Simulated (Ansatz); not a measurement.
# Ir (Fm-3m) in Ansatz: convergence with wavefunction cutoff

Aim: find how far wavefunction cutoff must go before the results for Ir settle, at r2SCAN. This setting moves, with any that are tied to it; all else stays.

Program: Ansatz 0.2.0. These are calculated values, not measurements. Logs are shortened: lines on timing, memory, paths and dates and some standing lists are left out, and cuts for length are marked.

## 1. The structure

Symmetry: Fm-3m, No. 225, cubic system. The conventional cell has a = 3.831 Å, b = 3.831 Å, c = 3.831 Å, α = 90.00°, β = 90.00°, γ = 90.00°. Ir (site symmetry m-3m) has 12 Ir at 2.71 Å as nearest neighbours.

## 2. With wavefunction cutoff 200 eV

input.yaml

```yaml
crystal:
  lattice:
    - [0.0, 1.9156, 1.9156]
    - [1.9156, 0.0, 1.9156]
    - [1.9156, 1.9156, 0.0]
  atoms:
    - { symbol: Ir, position: [0.0, 0.0, 0.0] }
hamiltonian:
  xc: r2scan
  pseudopotentials: { kind: paw }
kpoints:
  mp_grid: { grid: [10, 10, 10] }
scf:
  occupations: { method: gaussian, width: 0.1 }
output:
  forces: true
  stress: true
  eigenvalues: true
basis:
  ecutwfc: "200 eV"
```

Potentials or basis: Ansatz PAW.

The run is started by

```console
ansatz run input.yaml --threads 2 --pin off --max-ram 5632MiB --backend cpu --events-out ev --progress --plain --runs-dir out
```

Run time: 0.75 s. Hardware: 2 threads of Intel Xeon Platinum 8259CL at 2.50GHz (Skylake/Cascade Lake), shared host; peak memory 0.31 GiB.

Results:

| Item | Value |
| --- | --- |
| Free energy | -11938.1530 eV |
| Pressure | -16.2 GPa |
| Band gap on the k mesh | none (metal or under the smearing width) |

## 3. With wavefunction cutoff 250 eV

Changes to input.yaml since step 2:

```diff
@@ -19,2 +19,2 @@
 basis:
-  ecutwfc: "200 eV"
+  ecutwfc: "250 eV"
```

Potentials or basis: Ansatz PAW.

The run is started by

```console
ansatz run input.yaml --threads 2 --pin off --max-ram 5632MiB --backend cpu --events-out ev --progress --plain --runs-dir out
```

Wall time 0.8 s (2 threads of Intel Xeon Platinum 8259CL at 2.50GHz (Skylake/Cascade Lake), shared host); peak memory 0.31 GiB.

What came out:

```
Free energy            : -11947.0637 eV
Pressure               : 12.8 GPa
Band gap on the k mesh : none (metal or under the smearing width)
```

## 4. With wavefunction cutoff 300 eV

Changes to input.yaml since step 3:

```diff
@@ -19,2 +19,2 @@
 basis:
-  ecutwfc: "250 eV"
+  ecutwfc: "300 eV"
```

The run is started by

```console
ansatz run input.yaml --threads 2 --pin off --max-ram 5632MiB --backend cpu --events-out ev --progress --plain --runs-dir out
```

Wall time 0.88 s (2 threads of Intel Xeon Platinum 8259CL at 2.50GHz (Skylake/Cascade Lake), shared host); peak memory 0.31 GiB.

Results:

```yaml
Free_energy: -11948.5485 eV
Pressure: 3.3 GPa
Band_gap_on_the_k_mesh: none (metal or under the smearing width)
```

## 5. With wavefunction cutoff 350 eV

Changes to input.yaml since step 4:

```diff
@@ -19,2 +19,2 @@
 basis:
-  ecutwfc: "300 eV"
+  ecutwfc: "350 eV"
```

The run is started by

```console
ansatz run input.yaml --threads 2 --pin off --max-ram 5632MiB --backend cpu --events-out ev --progress --plain --runs-dir out
```

It took 0.94 s on 2 threads of Intel Xeon Platinum 8259CL at 2.50GHz (Skylake/Cascade Lake), shared host; peak memory 0.32 GiB.

What came out:

```
Free energy            : -11948.7156 eV
Pressure               : 3.8 GPa
Band gap on the k mesh : none (metal or under the smearing width)
```

## 6. With wavefunction cutoff 400 eV

Changes to input.yaml since step 5:

```diff
@@ -19,2 +19,2 @@
 basis:
-  ecutwfc: "350 eV"
+  ecutwfc: "400 eV"
```

Potentials or basis: Ansatz PAW.

The run is started by

```console
ansatz run input.yaml --threads 2 --pin off --max-ram 5632MiB --backend cpu --events-out ev --progress --plain --runs-dir out
```

It took 0.95 s on 2 threads of Intel Xeon Platinum 8259CL at 2.50GHz (Skylake/Cascade Lake), shared host; peak memory 0.32 GiB.

Results (log left out):

- Free energy: -11948.7278 eV
- Pressure: 4.0 GPa
- Band gap on the k mesh: none (metal or under the smearing width)

## 7. With wavefunction cutoff 450 eV

Changes to input.yaml since step 6:

```diff
@@ -19,2 +19,2 @@
 basis:
-  ecutwfc: "400 eV"
+  ecutwfc: "450 eV"
```

The run is started by

```console
ansatz run input.yaml --threads 2 --pin off --max-ram 5632MiB --backend cpu --events-out ev --progress --plain --runs-dir out
```

Run time: 1 s. Hardware: 2 threads of Intel Xeon Platinum 8259CL at 2.50GHz (Skylake/Cascade Lake), shared host; peak memory 0.34 GiB.

The run converged. Its results:

* Free energy: -11948.7302 eV
* Pressure: 4.0 GPa
* Band gap on the k mesh: none (metal or under the smearing width)

## 8. With wavefunction cutoff 500 eV

Changes to input.yaml since step 7:

```diff
@@ -19,2 +19,2 @@
 basis:
-  ecutwfc: "450 eV"
+  ecutwfc: "500 eV"
```

The run is started by

```console
ansatz run input.yaml --threads 2 --pin off --max-ram 5632MiB --backend cpu --events-out ev --progress --plain --runs-dir out
```

Wall time 1.1 s (2 threads of Intel Xeon Platinum 8259CL at 2.50GHz (Skylake/Cascade Lake), shared host); peak memory 0.34 GiB.

It converged, with:

| Property | Result |
| --- | --- |
| Free energy | -11948.7324 eV |
| Pressure | 4.0 GPa |
| Band gap on the k mesh | none (metal or under the smearing width) |

## 9. With wavefunction cutoff 600 eV

Changes to input.yaml since step 8:

```diff
@@ -19,2 +19,2 @@
 basis:
-  ecutwfc: "500 eV"
+  ecutwfc: "600 eV"
```

Potentials or basis: Ansatz PAW.

The run is started by

```console
ansatz run input.yaml --threads 2 --pin off --max-ram 5632MiB --backend cpu --events-out ev --progress --plain --runs-dir out
```

Wall time 1.5 s (2 threads of Intel Xeon Platinum 8259CL at 2.50GHz (Skylake/Cascade Lake), shared host); peak memory 0.37 GiB.

It converged, with:

| Item | Value |
| --- | --- |
| Free energy | -11948.7340 eV |
| Pressure | 4.0 GPa |
| Band gap on the k mesh | none (metal or under the smearing width) |

## 10. With wavefunction cutoff 800 eV

Changes to input.yaml since step 9:

```diff
@@ -19,2 +19,2 @@
 basis:
-  ecutwfc: "600 eV"
+  ecutwfc: "800 eV"
```

Potentials or basis: Ansatz PAW.

The run is started by

```console
ansatz run input.yaml --threads 2 --pin off --max-ram 5632MiB --backend cpu --events-out ev --progress --plain --runs-dir out
```

What it wrote:

```text
Warning: RAYON_NUM_THREADS=2 ignored (pool sized by the plan → 2); use --threads N
Engine: ansatz 0.2.0, x86_64-unknown-linux-gnu
Pseudopotentials: kind: paw
Pseudopotential: Ir, paw, valence charge 17, recommended cutoff 500 eV (meta_gga), Ir.paw.azcp
Functional definition: r2SCAN
  parameter k0 = 0.174
  parameter k1 = 0.065
  parameter a1 = 4.9479
  exchange = r2scan_x(k0 = k0, k1 = k1, a1 = a1)
  correlation = r2scan_c
Crystal: 1 atoms, lattice volume = 14.059 Å³
Basis set: ecut = 800 eV, 725 PW (Γ), exchange–correlation on 100×100×100 points (64 copies of the dense FFT grid, shifted against one another)
Bands: 13, of which v1, the nominal top of the filled ones, is band 9 counted from 1 (8 counted from 0)
Symmetry: 48 space group operations
Space group: Fm-3m (ITA 225), of the structure as read, at distance tolerance 2.4e-5 Å
k-points: 47 of 1000
Non-local potential: Ir, projectors of the file, l = 0: 3, l = 1: 2, l = 2: 2, l = 3: 1
PAW form: soft (Blöchl's): semilocal exchange-correlation on the pseudo side does not see the compensation charge
PAW frozen core: Ir, regenerated for the run's functional (the file was generated under x = pbe(κ = 0.804, μ = 0.2195149727645171), c = pbe(β = 0.06672455060314922))
PAW one-centre angular grid: Ir, 590 points (default); XC on 160 Gauss nodes
Initial density: superposition of atomic densities (neutral atoms: chi_scale 0, normalization atom), corrected by the library's trained network
Initial wavefunctions: pseudopotential atomic-orbital guess
Functional: x = r2scan, c = r2scan; τ floored in thin density (d = 2e-4 eV/Å³)
SCF iter   1: F=—  HF=-11948.706287 eV  |F-HF|=—  |Δ(HF+E_count)|=         —  Δρ=1.32e-2  dr2=8.58e-3  dr2_τ=3.82e-2  ethr=1.77e-3  ⟨swp⟩=5.1  Hψ=3594  notcnv=0
preconditioner: auto → none  [metal: Δε(μ)=0.034 eV  Ē_g=14.986 eV  σ=0.100 eV  W_gap=0.19  n_scr=0 (ndim 8)  ℏωp=29.7 eV  f_vac=0.000  D(μ)=0.98/eV (n_scr^D=14)]
SCF iter   2: F=—  HF=-11948.734548 eV  |F-HF|=—  |Δ(HF+E_count)|=   2.83e-2  Δρ=6.77e-3  dr2=1.26e-3  dr2_τ=4.59e-4  ethr=5.05e-5  ⟨swp⟩=2.0  Hψ=1387  notcnv=0  defer=21
SCF iter   3: F=—  HF=-11948.735303 eV  |F-HF|=—  |Δ(HF+E_count)|=   7.55e-4  Δρ=1.79e-3  dr2=8.61e-5  dr2_τ=4.03e-5  ethr=7.40e-6  ⟨swp⟩=2.4  Hψ=756  notcnv=0  defer=21
SCF iter   4: F=—  HF=-11948.735355 eV  |F-HF|=—  |Δ(HF+E_count)|=   5.21e-5  Δρ=1.55e-4  dr2=1.31e-6  dr2_τ=1.47e-7  ethr=5.07e-7  ⟨swp⟩=2.3  Hψ=898  notcnv=0  defer=21
SCF iter   5: F=—  HF=-11948.735356 eV  |F-HF|=—  |Δ(HF+E_count)|=   7.11e-7  Δρ=4.48e-5  dr2=1.41e-7  dr2_τ=2.47e-8  ethr=7.73e-9  ⟨swp⟩=2.1  Hψ=876  notcnv=0  defer=21
SCF iter   6: F=-11948.735356 eV  HF=-11948.735356 eV  |F-HF|=5.82e-9  |Δ(HF+E_count)|=   6.64e-8  Δρ=1.51e-5  dr2=1.78e-8  dr2_τ=1.96e-9  ethr=5.88e-10  ⟨swp⟩=6.2  Hψ=2639  notcnv=0
SCF 1 converged in 6 iterations: F = -11948.735356 eV  dr2 = 1.78e-8
SCF converged after 6 iterations
Free energy (F): -11948.735356 eV
Harris-Foulkes:  -11948.735356 eV  (|F-HF|=5.82e-9)
Internal energy: -11948.730828 eV  (E = F + TS)
E sigma→0 (E₀):  -11948.733092 eV
Entropy (-TS):   -0.004527 eV (-4.527 meV/atom)
Fermi energy:    25.865655 eV
--- Per-component energies (eV) ---
  E_band       = -97.739342
  E_kinetic    = 623.976660
  E_local      = -1058.916406  (includes V_loc(G=0)·N_el)
  E_nonlocal   = 73.959016
  E_hartree    = 408.076075
  E_xc         = -255.690676
  E_vxc        = -333.871292  (∫ρ·V_xc dr)
  E_paw        = -9249.751214  (= ΣΔE_a)
  E_vpaw       = -239.745941  (= ΣTr[D̂ρ^β])
  E_aug_tail   = -0.000015  (compensation charges beyond the density's cutoff)
  E_vtau       = 20.710643  (kinetic-family band-sum trace: ∫τ·v_τ [+ j·A + Jᵃ·Aᵃ] dr)
  E_ewald      = -2490.067375
  E_core_change = -0.316894  (= ΣΔE_core)
  E_smearing   = -0.004527  (= −TS)
  E_closure    = 0.000000  (closes the sum)
  Σ components = -11948.735356   (vs F -11948.735356, Δ=0.00e0)
--- Forces (eV/Å), atoms counted from 1 ---
  atom   1  Ir    -0.00000000     0.00000000    -0.00000000
  max |Σ_I F_I| component: 2.77e-32 eV/Å
--- Stress (GPa, compression-positive) ---
        4.002586       0.000000      -0.000000
        0.000000       4.002586      -0.000000
       -0.000000      -0.000000       4.002586
  P = ⅓ Tr σ = 4.0026 GPa (40.026 kbar)
--- Band table (eV; the first three rows and the last of 47) ---
  k-point 0: bands = ["-69.1807", "-25.0013", "-25.0013", "-25.0013", "14.2070", "21.7430", "21.7430", "21.7430", "24.4789", "24.4789", "40.0100", "45.8537", "45.8537"]
  k-point 1: bands = ["-69.1733", "-25.0875", "-25.0130", "-25.0130", "14.6699", "21.5068", "21.9319", "21.9319", "24.3657", "24.3657", "40.7891", "44.1500", "46.6210"]
  k-point 2: bands = ["-69.1540", "-25.3097", "-25.0436", "-25.0436", "15.8653", "21.1469", "22.2091", "22.2091", "24.3943", "24.3943", "41.3355", "42.5694", "48.7276"]
  k-point 46: bands = ["-69.0776", "-25.6512", "-25.4974", "-25.3301", "18.9947", "19.7714", "21.7696", "24.1958", "27.3942", "33.9386", "34.5818", "36.3619", "39.7596"]
```

Wall time 1.9 s (2 threads of Intel Xeon Platinum 8259CL at 2.50GHz (Skylake/Cascade Lake), shared host); peak memory 0.39 GiB.

What came out:

* Free energy: -11948.7354 eV
* Pressure: 4.0 GPa
* Band gap on the k mesh: none (metal or under the smearing width)

## 11. Result

| wavefunction cutoff | energy less the tightest run, at zero smearing (meV/atom) | pressure (GPa) | SCF cycles | CPU time (s) | peak memory (GiB) |
| --- | --- | --- | --- | --- | --- |
| 200 eV | 10582.01 | -16.24 | 7 | 1.1 | 0.31 |
| 250 eV | 1671.51 | 12.78 | 6 | 1.1 | 0.31 |
| 300 eV | 186.79 | 3.30 | 6 | 1.3 | 0.31 |
| 350 eV | 19.71 | 3.84 | 6 | 1.4 | 0.32 |
| 400 eV | 7.54 | 4.02 | 6 | 1.4 | 0.32 |
| 450 eV | 5.11 | 4.01 | 6 | 1.6 | 0.34 |
| 500 eV | 2.98 | 4.01 | 6 | 1.8 | 0.34 |
| 600 eV | 1.36 | 4.02 | 6 | 2.5 | 0.37 |
| 800 eV | 0.00 | 4.00 | 6 | 3.2 | 0.39 |

Against the tightest run, the pressure stays within 0.1 GPa from 400 eV on. Not settled before the last step: the energy (to 1 meV/atom). The tightest run that finished is the yardstick and may itself not be fully converged.

Caveats: the PAW data sets come from PBE, with cores solved anew for the run's functional, which leaves a small shift of forces and pressure.
